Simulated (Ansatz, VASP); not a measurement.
# TaInSe3: VASP beside Ansatz

Wanted: the spread between two codes on one cell, functional and k mesh. The cell is generated by rule, not measured, and may not be a known phase. The cell is taken from a series of runs on this material, whose earlier steps may have relaxed, scaled, displaced or heated it; both programs get it as it stands.

Main program and level: Ansatz 0.2.0; plane waves, with VASP 6.6.1 beside it; single point at PBEsol.

The structure was built from a prototype and need not be the compound's stable phase.

### Step 1. Set-up

The structure is tetragonal, space group P4/mbm (No. 127). The conventional cell has a = 7.098 Å, b = 7.098 Å, c = 5.019 Å, α = 90.00°, β = 90.00°, γ = 90.00°. In has 4 Se at 3.15 Å nearest. Nearest to Ta lie 6 Se at 2.51 to 2.58 Å. Nearest to Se lie 2 Ta at 2.58 Å and 2 In at 3.15 Å. Se has 2 Ta at 2.51 Å nearest. Farther neighbours and most contacts between anions are not listed.

### Step 2. Ansatz: single point, PBEsol, pair 1

Ansatz runs on its default PAW (the set named soft_2) files.

With cell and atoms fixed, the geometry can't cause a difference; cores, projectors, grids and the points listed under the comparison can.

The input, input.yaml:

```yaml
crystal:
  lattice:
    - [-5.019252156, 0.0, 0.0]
    - [0.0, -5.019252156, -5.019252156]
    - [0.0, -5.019252156, 5.019252156]
  atoms:
    - { symbol: In, position: [1.0, 0.5, 0.5] }
    - { symbol: In, position: [1.0, 1.0, 1.0] }
    - { symbol: Ta, position: [0.5, 0.0, 0.5] }
    - { symbol: Ta, position: [0.5, 0.5, 0.0] }
    - { symbol: Se, position: [0.5, 0.3097698603, 0.3097698603] }
    - { symbol: Se, position: [0.5, 0.6902301397, 0.6902301397] }
    - { symbol: Se, position: [0.5, 0.1902301397, 0.8097698603] }
    - { symbol: Se, position: [0.5, 0.8097698603, 0.1902301397] }
    - { symbol: Se, position: [0.0, 0.0, 0.5] }
    - { symbol: Se, position: [0.0, 0.5, 0.0] }
kpoints:
  mp_grid: { grid: [6, 4, 4] }
hamiltonian:
  xc: pbesol
scf:
  occupations: { method: methfessel_paxton, width: 0.15 }
output:
  forces: true
  stress: true
  eigenvalues: true
```

On the command line:

```sh
$ ansatz run input.yaml --threads 8 --pin off --max-ram 14336MiB --backend cpu --events-out ev --progress --plain --runs-dir out
```

Numbers of over 12 decimals in the logs are rounded to 6 here.

Output:

```text
Engine: ansatz 0.2.0, aarch64-unknown-linux-gnu
Pseudopotentials: kind: paw
Pseudopotential: In, paw, valence charge 13, recommended cutoff 420 eV (normal), In.paw.azcp
Pseudopotential: Ta, paw, valence charge 13, recommended cutoff 420 eV (normal), Ta.paw.azcp
Pseudopotential: Se, paw, valence charge 16, recommended cutoff 420 eV (normal), Se.paw.azcp
Functional definition: PBEsol
  exchange = pbesol_x
  correlation = pbesol_c
Crystal: 10 atoms, lattice volume = 252.899 Å³
Basis set: ecut = 420 eV, 4981 PW (Γ), exchange–correlation on 72×96×96 points (8 copies of the dense FFT grid, shifted against one another)
Bands: 89, of which v1, the nominal top of the filled ones, is band 74 counted from 1 (73 counted from 0)
Symmetry: 16 space group operations
Space group: P4/mbm (ITA 127), of the structure as read, at distance tolerance 6.3e-5 Å
k-points: 24 of 96
Non-local potential: In, projectors of the file, l = 0: 2, l = 1: 2, l = 2: 2, l = 3: 2
Non-local potential: Ta, projectors of the file, l = 0: 3, l = 1: 2, l = 2: 2, l = 3: 1
Non-local potential: Se, projectors of the file, l = 0: 2, l = 1: 2, l = 2: 3, l = 3: 1
PAW form: soft (Blöchl's): semilocal exchange-correlation on the pseudo side does not see the compensation charge
PAW frozen core: In, regenerated for the run's functional, and the local potential with it (the file was generated under x = pbe(κ = 0.804, μ = 0.219515), c = pbe(β = 0.066725))
PAW frozen core: Ta, regenerated for the run's functional, and the local potential with it (the file was generated under x = pbe(κ = 0.804, μ = 0.219515), c = pbe(β = 0.066725))
PAW frozen core: Se, regenerated for the run's functional, and the local potential with it (the file was generated under x = pbe(κ = 0.804, μ = 0.219515), c = pbe(β = 0.066725))
PAW one-centre angular grid: In, 590 points (default); XC on 64 Gauss nodes
PAW one-centre angular grid: Ta, 590 points (default); XC on 64 Gauss nodes
PAW one-centre angular grid: Se, 590 points (default); XC on 64 Gauss nodes
Initial density: superposition of atomic densities (neutral atoms: chi_scale 0, normalization atom), corrected by the library's trained network
Initial wavefunctions: pseudopotential atomic-orbital guess
Functional: x = pbesol(κ = 0.804, μ = 0.123457), c = pbesol(β = 0.046)
SCF iter   1: F=—  HF=-63213.145037 eV  |F-HF|=—  |Δ(HF+E_count)|=         —  Δρ=3.91e-3  dr2=8.14e-2  ethr=1.77e-3  ⟨swp⟩=6.1  Hψ=7402  notcnv=0
preconditioner: auto → LDOS  [metal: Δε(μ)=0.065 eV  Ē_g=10.397 eV  σ=0.150 eV  W_gap=0.34  n_scr=62 (ndim 8)  ℏωp=19.8 eV  f_vac=0.019  D(μ)=2.06/eV (n_scr^D=4)  β→1.0]
SCF iter   2: F=—  HF=-63213.132684 eV  |F-HF|=—  |Δ(HF+E_count)|=   1.24e-2  S|Δr|=    0.00e0  Δρ=2.07e-3  dr2=2.45e-2  ethr=5.50e-5  ⟨swp⟩=2.0  Hψ=4229  notcnv=0  defer=56
SCF iter   3: F=—  HF=-63213.122022 eV  |F-HF|=—  |Δ(HF+E_count)|=   1.07e-2  S|Δr|=    0.00e0  Δρ=3.56e-4  dr2=4.85e-4  ethr=1.65e-5  ⟨swp⟩=2.0  Hψ=3695  notcnv=0  defer=56
SCF iter   4: F=—  HF=-63213.121772 eV  |F-HF|=—  |Δ(HF+E_count)|=   2.50e-4  S|Δr|=    0.00e0  Δρ=5.72e-5  dr2=1.45e-5  ethr=3.28e-7  ⟨swp⟩=2.0  Hψ=3695  notcnv=0  defer=56
SCF iter   5: F=—  HF=-63213.121910 eV  |F-HF|=—  |Δ(HF+E_count)|=   1.38e-4  S|Δr|=    0.00e0  Δρ=2.09e-5  dr2=2.59e-6  ethr=9.78e-9  ⟨swp⟩=2.0  Hψ=2631  notcnv=0  defer=33
SCF iter   6: F=-63213.121909 eV  HF=-63213.121909 eV  |F-HF|=2.95e-9  |Δ(HF+E_count)|=   5.00e-7  S|Δr|=    0.00e0  Δρ=4.88e-6  dr2=5.47e-8  ethr=6.76e-11  ⟨swp⟩=8.1  Hψ=11282  notcnv=0
SCF 1 converged in 6 iterations: F = -63213.121909 eV  dr2 = 5.47e-8
  greatest PAW one-centre occupation: 1.000 electrons in one spin orbital (limit 2), on the Se atom at site 8 (counted from 0), in its partial waves of l = 2
SCF converged after 6 iterations
Stability not checked: this state was not tested for a lower state beside it, because cold or Methfessel-Paxton smearing, or corrected tetrahedra, fill the levels in a way that the test cannot read (fill_not_monotonic; see scf.lower_state_search)
Free energy (F): -63213.121909 eV
Harris-Foulkes:  -63213.121909 eV  (|F-HF|=2.95e-9)
Internal energy: -63213.125841 eV  (E = F + TS)
E sigma→0 (E₀):  -63213.122892 eV
Entropy (-TS):   0.003932 eV (0.393 meV/atom)
Fermi energy:    9.131603 eV
--- Per-component energies (eV) ---
  E_band       = -2750.355437
  E_kinetic    = 1917.332293
  E_local      = -18927.184762  (includes V_loc(G=0)·N_el)
  E_nonlocal   = -2789.247939
  E_hartree    = 8876.679499
  E_xc         = -1479.185758
  E_vxc        = -1192.809046  (∫ρ·V_xc dr)
  E_paw        = -35909.431663  (= ΣΔE_a)
  E_vpaw       = 488.192945  (= ΣTr[D̂ρ^β])
  E_aug_tail   = -0.003180  (compensation charges beyond the density's cutoff)
  E_ewald      = -14909.034131
  E_core_change = 6.949801  (= ΣΔE_core)
  E_smearing   = 0.003932  (= −TS)
  E_closure    = 0.000000  (closes the sum)
  Σ components = -63213.121909   (vs F -63213.121909, Δ=0.00e0)
--- Forces (eV/Å), atoms counted from 1 ---
  atom   1  In     0.00000000     0.00000000    -0.00000000
  atom   2  In     0.00000000     0.00000000    -0.00000000
  atom   3  Ta     0.00000000     0.00000000     0.00000000
  atom   4  Ta     0.00000000     0.00000000    -0.00000000
  atom   5  Se     0.00000000    -0.14157608     0.00000000
  atom   6  Se     0.00000000     0.14157608     0.00000000
  atom   7  Se    -0.00000000    -0.00000000     0.14157608
  atom   8  Se    -0.00000000     0.00000000    -0.14157608
  atom   9  Se     0.00000000    -0.00000000     0.00000000
  atom  10  Se     0.00000000     0.00000000     0.00000000
  max |Σ_I F_I| component: 1.26e-18 eV/Å
--- Stress (GPa, compression-positive) ---
       -1.096163       0.000000       0.000000
        0.000000      -3.602082       0.000000
        0.000000       0.000000      -3.602082
  P = ⅓ Tr σ = -2.7668 GPa (-27.668 kbar)
--- Band table (eV; the first three rows and the last of 24) ---
  k-point 0: bands = [... 70 lower, 8.0543, 8.3687, 8.4675, 8.4675, 8.5179, 8.5179, 8.7423, 10.1136, ... 11 higher]
  k-point 1: bands = [... 70 lower, 7.6155, 7.7716, 8.3976, 8.9279, 8.9736, 9.0676, 9.5546, 10.5702, ... 11 higher]
  k-point 2: bands = [... 70 lower, 7.4610, 7.4610, 9.0148, 9.0148, 9.6565, 9.6565, 9.9872, 9.9872, ... 11 higher]
  k-point 23: bands = [... 70 lower, 7.3187, 7.3187, 9.4069, 9.4069, 10.1370, 10.1370, 11.1345, 11.1345, ... 11 higher]
```

The column dr2 measures how far the density is from self-consistency, as an energy; F and HF (Harris–Foulkes) agree once it is small.

The run ends at a pressure of -2.77 GPa, with forces up to 0.14 eV/Å.

### Step 3. VASP: single point, PBEsol, pair 1

The same cell, functional, mesh and smearing now go to VASP, with its own data sets.

Lines of VASP's logs that name or quote its potential files are left out, and so is its time.

The input, INCAR:

```
SYSTEM = TaInSe3
PREC = Accurate
ENCUT = 500
EDIFF = 1E-06
NELM = 120
ISMEAR = 1
SIGMA = 0.15
LREAL = .FALSE.
ALGO = Normal
GGA = PS
NBANDS = 52
LASPH = .TRUE.
LORBIT = 11
LWAVE = .FALSE.
LCHARG = .FALSE.
ISIF = 2
GGA_COMPAT = .FALSE.
KPAR = 2
```

The input, POSCAR:

```
TaInSe3
1.0
   -5.0192521560      0.0000000000      0.0000000000
    0.0000000000     -5.0192521560     -5.0192521560
    0.0000000000     -5.0192521560      5.0192521560
In Ta Se
2 2 6
Direct
    0.0000000000      0.5000000000      0.5000000000
    0.0000000000      0.0000000000      0.0000000000
    0.5000000000      0.0000000000      0.5000000000
    0.5000000000      0.5000000000      0.0000000000
    0.5000000000      0.3097698603      0.3097698603
    0.5000000000      0.6902301397      0.6902301397
    0.5000000000      0.1902301397      0.8097698603
    0.5000000000      0.8097698603      0.1902301397
    0.0000000000      0.0000000000      0.5000000000
    0.0000000000      0.5000000000      0.0000000000
```

The input, KPOINTS:

```
Automatic mesh
0
Gamma
6 4 4
0 0 0
```

The projector-augmented-wave data sets are In_d, Ta_pv and Se (PBE family, release 64).

On the command line:

```sh
$ mpirun -np 2 vasp_std
```

Output:

```text
[banner, memory and clock lines left out]
running    2 mpi-ranks, on    1 nodes
 distrk:  each k-point on    1 cores,    2 groups
 distr:  one band on    1 cores,    1 groups

 POSCAR found type information on POSCAR InTaSe
 POSCAR found :  3 types and      10 ions
|                                                                             |
|               ----> ADVICE to this user running VASP <----                  |
|                                                                             |
|     You enforced a specific xc type in the INCAR file but a different       |
|     [... a line on the potential file left out ...]
|     I HOPE YOU KNOW WHAT YOU ARE DOING!                                     |
|                                                                             |

 LDA part: xc-table for (Slater+PW92), standard interpolation
 POSCAR, INCAR and KPOINTS ok, starting setup
 FFT: planning ... GRIDC
 FFT: planning ... GRID_SOFT
 FFT: planning ... GRID
 WAVECAR not read
 entering main loop
       N       E                     dE             d eps       ncg     rms          rms(c)
DAV:   1     0.805984334446E+03    0.80598E+03   -0.37253E+04  2504   0.158E+03
DAV:   2     0.559130495043E+02   -0.75007E+03   -0.72285E+03  2612   0.413E+02
DAV:   3    -0.548065434345E+02   -0.11072E+03   -0.10583E+03  3124   0.159E+02
DAV:   4    -0.621745976603E+02   -0.73681E+01   -0.72480E+01  3072   0.394E+01
DAV:   5    -0.625203301659E+02   -0.34573E+00   -0.34460E+00  3704   0.912E+00    0.210E+01
DAV:   6    -0.589456559035E+02    0.35747E+01   -0.24252E+01  3264   0.188E+01    0.891E+00
DAV:   7    -0.583634908398E+02    0.58217E+00   -0.50654E+00  3324   0.982E+00    0.638E+00
DAV:   8    -0.582130359953E+02    0.15045E+00   -0.62793E-01  3364   0.436E+00    0.865E-01
DAV:   9    -0.582158521962E+02   -0.28162E-02   -0.60405E-02  3208   0.127E+00    0.388E-01
DAV:  10    -0.582152199327E+02    0.63226E-03   -0.80811E-03  3408   0.660E-01    0.226E-01
DAV:  11    -0.582153615947E+02   -0.14166E-03   -0.16488E-03  3228   0.230E-01    0.848E-02
DAV:  12    -0.582152754413E+02    0.86153E-04   -0.53663E-04  3272   0.120E-01    0.325E-02
DAV:  13    -0.582152657456E+02    0.96957E-05   -0.49045E-05  3116   0.366E-02    0.119E-02
DAV:  14    -0.582152657761E+02   -0.30428E-07   -0.97452E-06  3092   0.147E-02
   1 F= -.58215266E+02 E0= -.58216549E+02  d E =0.384977E-02
```

From OUTCAR (step 3):

```text
ion  position               nearest neighbor table
   1  0.000  0.500  0.500-   5 3.15   6 3.15   5 3.15   6 3.15
   2  0.000  0.000  0.000-   7 3.15   8 3.15   7 3.15   8 3.15
   3  0.500  0.000  0.500-   9 2.51   9 2.51   7 2.58   8 2.58   5 2.58   6 2.58
   4  0.500  0.500  0.000-  10 2.51  10 2.51   7 2.58   8 2.58   5 2.58   6 2.58
   5  0.500  0.310  0.310-   3 2.58   4 2.58   1 3.15   1 3.15
   6  0.500  0.690  0.690-   3 2.58   4 2.58   1 3.15   1 3.15
   7  0.500  0.190  0.810-   3 2.58   4 2.58   2 3.15   2 3.15
   8  0.500  0.810  0.190-   3 2.58   4 2.58   2 3.15   2 3.15
   9  0.000  0.000  0.500-   3 2.51   3 2.51
  10  0.000  0.500  0.000-   4 2.51   4 2.51

  LATTYP: Found a simple tetragonal cell.
 ALAT       =     7.0982944720
 C/A-ratio  =     0.7071067812

 Subroutine GETGRP returns: Found 16 space group operations
 (whereof  8 operations were pure point group operations)

The static configuration has the point symmetry D_2h.
 The point group associated with its full space group is D_4h.

 Found     24 irreducible k-points:

   k-points           NKPTS =     24   k-points in BZ     NKDIM =     24   number of bands    NBANDS=     52

   dimension x,y,z NGX =    40 NGY =   54 NGZ =   54
   dimension x,y,z NGXF=    80 NGYF=  108 NGZF=  108

   ENCUT  =  500.0 eV  36.75 Ry    6.06 a.u.   9.15 12.94 12.94*2*pi/ulx,y,z

   NELECT =      84.0000    total number of electrons

 k-points in reciprocal lattice and weights: Automatic mesh
   0.00000000  0.00000000  0.00000000       0.010
   0.16666667  0.00000000  0.00000000       0.021
   0.33333333  0.00000000  0.00000000       0.021
   0.50000000  0.00000000  0.00000000       0.010
   0.00000000  0.25000000  0.00000000       0.042
   0.16666667  0.25000000  0.00000000       0.083
   0.33333333  0.25000000  0.00000000       0.083
   0.50000000  0.25000000  0.00000000       0.042
   0.00000000  0.50000000  0.00000000       0.021
[...]
0.33333333  0.50000000  0.50000000       0.021
   0.50000000  0.50000000  0.50000000       0.010

 average (electrostatic) potential at core
       1 -96.5229       2 -96.5229       3 -39.6904       4 -39.6904       5 -54.0085
       6 -54.0085       7 -54.0085       8 -54.0085       9 -54.0474      10 -54.0474

 E-fermi :   3.9715

 k-point     1 :       0.0000    0.0000    0.0000
  band No.  band energies     occupation
    ...
     41       3.3137      2.00000
     42       3.3137      2.00000
     43       3.3530      2.00000
     44       3.3530      2.00000
     45       3.5765      2.00125
     46       4.9484     -0.00000
     47       5.7277     -0.00000
     48       5.7277     -0.00000
     49       5.8542     -0.00000
     50       5.9883     -0.00000
    ...

 k-point     2 :       0.1667    0.0000    0.0000
  band No.  band energies     occupation
    ...
     39       2.9556      2.00000
     40       3.2709      2.00000
     41       3.2709      2.00000
     42       3.5080      2.00011
     43       3.5865      2.00171
     44       4.3595     -0.00156
     45       4.3595     -0.00156
     46       4.8630     -0.00000
     47       5.4842     -0.00000
     48       5.4842     -0.00000
    ...

 k-point     3 :       0.3333    0.0000    0.0000
  band No.  band energies     occupation
    ...
     39       3.2721      2.00000
     40       3.6068      2.00313
     41       3.6648      2.01379
     42       3.6648      2.01379
     43       3.9984      0.70256
     44       4.7431     -0.00000
     45       5.3828     -0.00000
     46       5.3828     -0.00000
     47       5.4535     -0.00000
     48       5.4535     -0.00000
    ...

  Total       -1.4760095     -5.4924153     -5.4924153      0.0000000     -0.0000000      0.0000000
  in kB       -9.3508847    -34.7958068    -34.7958068      0.0000000     -0.0000000      0.0000000
  external PRESSURE =     -26.3141661 kB  Pullay stress =       0.0000000 kB

  energy-cutoff  :      500.00
  volume of cell :      252.90
      direct lattice vectors                 reciprocal lattice vectors
    -5.019252156  0.000000000  0.000000000    -0.199232868  0.000000000  0.000000000
     0.000000000 -5.019252156 -5.019252156     0.000000000 -0.099616434 -0.099616434
     0.000000000 -5.019252156  5.019252156     0.000000000 -0.099616434  0.099616434

 POSITION                                       TOTAL-FORCE (eV/Angst)
 -----------------------------------------------------------------------------------
      0.00000     -5.01925      0.00000         0.000000     -0.000000      0.000000
      0.00000      0.00000      0.00000         0.000000     -0.000000      0.000000
     -2.50963     -2.50963      2.50963         0.000000     -0.000000     -0.000000
     -2.50963     -2.50963     -2.50963         0.000000     -0.000000     -0.000000
     -2.50963     -3.10963      0.00000         0.000000     -0.151271     -0.000000
     -2.50963     -6.92888      0.00000         0.000000      0.151271     -0.000000
     -2.50963     -5.01925      3.10963         0.000000     -0.000000      0.151271
     -2.50963     -5.01925     -3.10963         0.000000     -0.000000     -0.151271
      0.00000     -2.50963      2.50963         0.000000     -0.000000     -0.000000
      0.00000     -2.50963     -2.50963         0.000000     -0.000000      0.000000
 -----------------------------------------------------------------------------------
    total drift:                                0.000000     -0.000000     -0.000000

  FREE ENERGIE OF THE ION-ELECTRON SYSTEM (eV)
  ---------------------------------------------------
  free  energy   TOTEN  =       -58.2152657761 eV

  energy  without entropy=      -58.2191155464  energy(sigma->0) =      -58.21654903

 total charge
# of ion       s       p       d       tot
------------------------------------------
    1        1.115   0.220   9.856  11.192
    2        1.115   0.220   9.856  11.192
    3        0.297   6.171   2.237   8.705
    4        0.297   6.171   2.237   8.705
    5        1.459   2.354   0.032   3.846
    6        1.459   2.354   0.032   3.846
    7        1.459   2.354   0.032   3.846
    8        1.459   2.354   0.032   3.846
    9        1.457   2.384   0.034   3.875
   10        1.457   2.384   0.034   3.875
--------------------------------------------------
tot         11.575  26.966  24.384  62.926

[... 3 further parts left out ...]
```

The k-mesh is coarse for a metal.

The run ends at a pressure of -2.63 GPa, with forces up to 0.15 eV/Å.

### Step 4. Side by side

Known differences besides the potentials themselves: the data sets hold 148 valence electrons in Ansatz (on its default PAW (the set named soft_2) files) and 84 in VASP; the cutoff is 420 eV in Ansatz and 500 eV in VASP; Ansatz makes its cores anew for this functional, VASP keeps those of its PBE data sets. Total energies have different zeros and are not compared.

The two programs side by side:

```
      quantity  Ansatz   VASP  difference
pressure (GPa)   -2.77  -2.63       -0.14
```

Forces (eV/Å; atoms numbered as in POSCAR):

```
atom        Ansatz x, y, z          VASP x, y, z
 In1   0.000, 0.000, 0.000   0.000, 0.000, 0.000
 In2   0.000, 0.000, 0.000   0.000, 0.000, 0.000
 Ta3   0.000, 0.000, 0.000   0.000, 0.000, 0.000
 Ta4   0.000, 0.000, 0.000   0.000, 0.000, 0.000
 Se5  0.000, -0.142, 0.000  0.000, -0.151, 0.000
 Se6   0.000, 0.142, 0.000   0.000, 0.151, 0.000
 Se7   0.000, 0.000, 0.142   0.000, 0.000, 0.151
 Se8  0.000, 0.000, -0.142  0.000, 0.000, -0.151
 Se9   0.000, 0.000, 0.000   0.000, 0.000, 0.000
Se10   0.000, 0.000, 0.000   0.000, 0.000, 0.000
```

The forces differ by 3.5 meV/Å r.m.s., which is 6.4 % of the r.m.s. force of 0.055 eV/Å (both taken over all components).

(Part 1 of 2 ends here.)

[Lines on the potential files, build, host, timing and source positions are cut from VASP's logs without a mark.]

[Logs are printed without paths, hosts, clocks, repeated set-up lines and the standing remarks that a program may print on its own settings, such as how far it seeks lower states.]

[Hosts, paths, dates, database ids (printed as entryN), source tags and the programs' standing remarks are cut or masked in the printed files.]
